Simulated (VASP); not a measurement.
# AlGaN2 (P-4m2) in VASP: a series of runs, part 2 of 2

VASP 6.6.1. The steps go on from the part before.

### Step 4. Single point, HSE06

The input, POSCAR:

```
AlGaN2
1.0
    3.1408770487      0.0000000000      0.0000000000
    0.0000000000      3.1408770487      0.0000000000
    0.0000000000      0.0000000000      4.4238379400
Ga Al N
1 1 2
Direct
    0.0000000000      0.0000000000      0.0000000000
    0.5000000000      0.5000000000      0.5000000000
    0.0000000000      0.5000000000      0.2617351900
    0.5000000000      0.0000000000      0.7382648100
```

The input, INCAR.step1:

```
PREC = Accurate
ENCUT = 400
EDIFF = 1E-5
ISMEAR = 0
SIGMA = 0.01
LREAL = False
LASPH = True
NELM = 100
ALGO = Normal
ISIF = 2
LWAVE = True
LCHARG = False
NBANDS = 21
NKRED = 1
GGA = PE
```

The input, INCAR.step2:

```
PREC = Accurate
ENCUT = 400
EDIFF = 1E-6
ISMEAR = 0
SIGMA = 0.01
LREAL = False
LASPH = True
NELM = 100
ALGO = Normal
ISIF = 2
LWAVE = False
LCHARG = False
GGA = PE
LHFCALC = True
HFSCREEN = 0.2
PRECFOCK = Accurate
NBANDS = 21
NKRED = 1
ISTART = 1
```

The input, KPOINTS:

```
Automatic mesh
0
Gamma
  5 5 3
```

Potentials or basis: VASP PAW PBE potentials, release 64 (Ga_d, Al, N).

Launch:

```sh
cat potpaw_PBE.64/Ga_d/POTCAR potpaw_PBE.64/Al/POTCAR potpaw_PBE.64/N/POTCAR > POTCAR
cp INCAR.step1 INCAR
mpirun -np 1 vasp_std > vasp.out
cp INCAR.step2 INCAR
mpirun -np 1 vasp_std > vasp.out
```

OUTCAR:

```text
PREC = Accurate
   ENCUT = 400
   EDIFF = 1E-6
   ISMEAR = 0
   LREAL = False
   LASPH = True
   NELM = 100
   ISIF = 2
   GGA = PE
   LHFCALC = True
   HFSCREEN = 0.2
   PRECFOCK = Accurate
   NKRED = 1
   ISTART = 1

 Found     12 irreducible k-points:

 Following reciprocal coordinates:
            Coordinates               Weight
  0.000000  0.000000  0.000000      1.000000
  0.200000  0.000000  0.000000      4.000000
  0.400000  0.000000  0.000000      4.000000
  0.200000  0.200000  0.000000      4.000000
  0.400000  0.200000  0.000000      8.000000
  0.400000  0.400000  0.000000      4.000000
   k-points           NKPTS =     12   k-points in BZ     NKDIM =     75   number of bands    NBANDS=     21
   number of dos      NEDOS =    301   number of ions     NIONS =      4
   total plane-waves  NPLWV =  12000
   dimension x,y,z NGX =    20 NGY =   20 NGZ =   30
   dimension x,y,z NGXF=    40 NGYF=   40 NGZF=   60
   ions per type =               1   1   2
   NGX,Y,Z   is equivalent  to a cutoff of  10.59, 10.59, 11.27 a.u.
   NGXF,Y,Z  is equivalent  to a cutoff of  21.17, 21.17, 22.55 a.u.
 SYSTEM =  unknown system
   PREC   = accura    normal or accurate (medium, high low for compatibility)
   ISTART =      1    job   : 0-new  1-cont  2-samecut
   ICHARG =      0    charge: 1-file 2-atom 10-const
   ISPIN  =      1    spin polarized calculation?
   LNONCOLLINEAR =      F non collinear calculations
   LSORBIT =      F    spin-orbit coupling
   LASPH  =      T    aspherical Exc in radial PAW
   ENCUT  =  400.0 eV  29.40 Ry    5.42 a.u.   5.12  5.12  7.21*2*pi/ulx,y,z
   NELM   =    100;   NELMIN=  2; NELMDL=  0     # of ELM steps
   EDIFF  = 0.1E-05   stopping-criterion for ELM
   LREAL  =      F    real-space projection
   EDIFFG = 0.1E-04   stopping-criterion for IOM
   NSW    =      0    number of steps for IOM
   IBRION =     -1    ionic relax: 0-MD 1-quasi-New 2-CG
   NFREE  =      0    steps in history (QN), initial steepest desc. (CG)
   ISIF   =      2    stress and relaxation
   ISYM   =      3    0-nonsym 1-usesym 2-fastsym
   POTIM  = 0.5000    time-step for ionic-motion
   TEBEG  =    0.0;   TEEND  =   0.0 temperature during run
   PSTRESS=    0.0 pullay stress
   NELECT =      26.0000    total number of electrons
   NUPDOWN=      -1.0000    fix difference up-down
   EMIN   =  10.00;   EMAX   =-10.00  energy-range for DOS
   EFERMI =   0.00;   METHOD = LEGACY
   ISMEAR =     0;   SIGMA  =   0.01  broadening in eV -4-tet -1-fermi 0-gaus
   EFERMI_NEDOS =   21; number of points for ismear=-14 and -15
   IALGO  =     38    algorithm
   IMIX   =      1    mixing-type and parameters
     AMIX     =   0.40;   BMIX     =  1.00
     AMIX_MAG =   1.60;   BMIX_MAG =  1.00
  volume/ion in A,a.u.               =      10.91        73.63
  Fermi-wavevector in a.u.,A,eV,Ry     =   1.377523  2.603141 25.818009  1.897570
  Thomas-Fermi vector in A             =   2.502669
   LORBIT       =      0    0 simple, 1 ext, 2 COOP (PROOUT), +10 PAW based schemes
   GGA     = PE    functional components
   LHFCALC =     T    Hartree Fock is set to
   PRECFOCK=accur.    Normal, Fast or Accurate (Low or Medium for compatibility)
   ENCUT4O =  -1.0   cutoff for four orbital integrals eV
   NKREDX  =     1    reduce k-point grid by
   NKREDY  =     1    reduce k-point grid by
   NKREDZ  =     1    reduce k-point grid by
   AEXX    =    0.2500 exact exchange contribution
   HFSCREEN=    0.2000 screening length (either q_TF or 0.3 A-1)
   HFSCREENC=   0.2000 screening length for correlation (either q_TF or 0.3 A-1)
   ENCUTFOCK=  -1.0 apply spherical cutoff to Coloumb kernel
   IVDW    =     0    specifies the selected vdW correction
   LEPSILON=     F    determine dielectric tensor
   LRPA    =     F    only Hartree local field effects (RPA)
 non-spin polarized calculation
 Gauss-broadening in eV      SIGMA  =   0.01
  energy-cutoff  :      400.00
  volume of cell :       43.64
 maximum number of plane-waves:       800

 number of electron      26.0000036 magnetization

 Free energy of the ion-electron system (eV)
  ---------------------------------------------------
  ext. energy  EPLUGINS =         0.00000000
  ---------------------------------------------------
  free energy    TOTEN  =       -32.18224167 eV

  energy without entropy =      -32.18224167  energy(sigma->0) =      -32.18224167

 E-fermi :   4.8319     XC(G=0):  -9.2987

 val. band max:        4.7646858042   @ k =   0.0000   0.0000   0.0000
 cond. band min:       8.9383924370   @ k =   0.0000   0.0000   0.0000
 fundamental gap:      4.1737066328
 Fermi energy:         4.8319025173

 k-point     1 :       0.0000    0.0000    0.0000
  band No.  band energies     occupation
      1     -12.2509      2.00000
      2     -11.1785      2.00000
      3     -10.3152      2.00000
      4     -10.3152      2.00000
      5     -10.2473      2.00000
      6     -10.1160      2.00000
[... 13 lines left out ...]
     20      19.5890      0.00000
     21      21.7899      0.00000

 k-point     2 :       0.2000    0.0000    0.0000
  band No.  band energies     occupation
      1     -11.9324      2.00000
      2     -11.1722      2.00000
      3     -10.3096      2.00000
      4     -10.2914      2.00000
      5     -10.1824      2.00000
      6     -10.1399      2.00000
[... 13 lines left out ...]
     20      19.0428      0.00000
     21      20.5885      0.00000

 k-point     3 :       0.4000    0.0000    0.0000
  band No.  band energies     occupation
      1     -11.4287      2.00000
      2     -11.1648      2.00000
      3     -10.3005      2.00000
      4     -10.2253      2.00000
      5     -10.1788      2.00000
      6      -9.6847      2.00000
[... 13 lines left out ...]
     20      18.3962      0.00000
     21      18.9604      0.00000

 k-point     4 :       0.2000    0.2000    0.0000
  band No.  band energies     occupation
      1     -11.6692      2.00000
      2     -11.1581      2.00000
      3     -10.3273      2.00000
      4     -10.2363      2.00000
      5     -10.1780      2.00000
      6     -10.0595      2.00000
[... 13 lines left out ...]
     20      18.6430      0.00000
     21      19.0309      0.00000

 k-point     5 :       0.4000    0.2000    0.0000
  band No.  band energies     occupation
      1     -11.3136      2.00000
      2     -11.1332      2.00000
      3     -10.2942      2.00000
      4     -10.2223      2.00000
      5     -10.1875      2.00000
      6      -9.4472      2.00000
[... 13 lines left out ...]
     20      19.3651      0.00000
     21      19.8327      0.00000

 k-point     6 :       0.4000    0.4000    0.0000
  band No.  band energies     occupation
      1     -11.1564      2.00000
      2     -11.1299      2.00000
      3     -10.2845      2.00000
      4     -10.2032      2.00000
      5     -10.1539      2.00000
      6      -8.8034      2.00000
[... 13 lines left out ...]
     20      20.1951      0.00000
     21      21.1351      0.00000

 [... further k-points ...]
[... 5 lines left out ...]
  --------------------------------------------------------------------------------------
  -------------------------------------------------------------------------------------
  Total       -1.2064828     -1.2064828     -1.2359051      0.0000000     -0.0000000      0.0000000
  in kB      -44.2925463    -44.2925463    -45.3726984      0.0000000     -0.0000000      0.0000000
  external PRESSURE =     -44.6525970 kB  Pullay stress =       0.0000000 kB

 VOLUME and BASIS-vectors are now :
 -----------------------------------------------------------------------------
  energy-cutoff  :      400.00
  volume of cell :       43.64
      direct lattice vectors                 reciprocal lattice vectors
     3.140877049  0.000000000  0.000000000     0.318382409  0.000000000  0.000000000
     0.000000000  3.140877049  0.000000000     0.000000000  0.318382409  0.000000000
     0.000000000  0.000000000  4.423837940     0.000000000  0.000000000  0.226048064

 POSITION                                       TOTAL-FORCE (eV/Angst)
 -----------------------------------------------------------------------------------
      0.00000      0.00000      0.00000         0.000000      0.000000      0.000000
      1.57044      1.57044      2.21192        -0.000000      0.000000      0.000000
      0.00000      1.57044      1.15787         0.000000      0.000000     -0.115124
      1.57044      0.00000      3.26596         0.000000     -0.000000      0.115124
 -----------------------------------------------------------------------------------
    total drift:                               -0.000041      0.000004     -0.000029

  FREE ENERGIE OF THE ION-ELECTRON SYSTEM (eV)
  ---------------------------------------------------
  free  energy   TOTEN  =       -32.1822416661 eV

  energy  without entropy=      -32.1822416661  energy(sigma->0) =      -32.18224167
```

Run time: 21 min. Hardware: 1 thread of Intel Xeon Platinum 8375C at 2.90GHz (Ice Lake), shared host; peak memory 0.26 GiB.

These settings aren't checked as converged: the numbers below hold their error.

What came out:

| Item | Value |
| --- | --- |
| Free energy | -32.1822 eV |
| Largest force | 0.115 eV/Å |
| Band gap on the k mesh | 4.17 eV, direct |

Caveat: the k mesh is coarse (spacing up to 0.47 Å⁻¹), so the values aren't converged, least of all with exact exchange; the cutoff is under 1.25 times the usual one of these potentials, so pressure, stress and relaxed cells hold a basis-set (Pulay) error; the PAW data sets were made with another functional, which shifts forces and pressure a little.
